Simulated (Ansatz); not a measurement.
## Does BaTiO3 in P4mm form from BaO and TiO2?

Plane-wave DFT in Ansatz with scalar-relativistic PAW potentials, cutoff 420 eV, Γ-centred meshes chosen by cell and gap, Gaussian smearing with energies taken to zero width. Every cell was relaxed (cell and atoms) in a run of its own, within the symmetry of its start. Functional: PBEsol.

The ternary relaxed to P4mm, 5 atoms in the computed cell, a = 3.955 Å, c = 4.044 Å; sites (symmetry × multiplicity) Ba 4mm × 1, Ti 4mm × 1, O 2mm. × 2 + 4mm × 1.

Total energies hold large constants for each element; a whole number of eV per atom of each element is taken off below, which cancels in a balanced reaction.

```tsv
compound	lowest structure computed	structures tried	V (Å³/atom)	gap on mesh (eV)	E (eV per formula unit, common shift removed)
BaTiO3	P4mm	2	12.65	1.85	-16.4785
BaO	Fm-3m	2	20.69	1.84	-5.0888
TiO2	I4_1/amd	5	11.31	2.15	-9.8667
```

Q: Balance the reaction and work out its energy at 0 K.

A: The balance is BaO + TiO2 → BaTiO3. ΔE = -1.523 eV per formula unit, -305 meV/atom, and the volume changes by -16.0 %. The ternary lies below these binaries, so it can form from them; whether it is stable also hangs on other ternaries and on other oxidation states, which this balance leaves out. Against the elements it is bound by 3.22 eV/atom, 11 times the size of this reaction energy: most of the binding is already in the binaries, and stability is decided by the small rest. A lower form of a binary that wasn't tried would raise the value, and a lower form of the ternary would lower it.

Spin-orbit coupling is left out, which matters for the bands of heavy elements.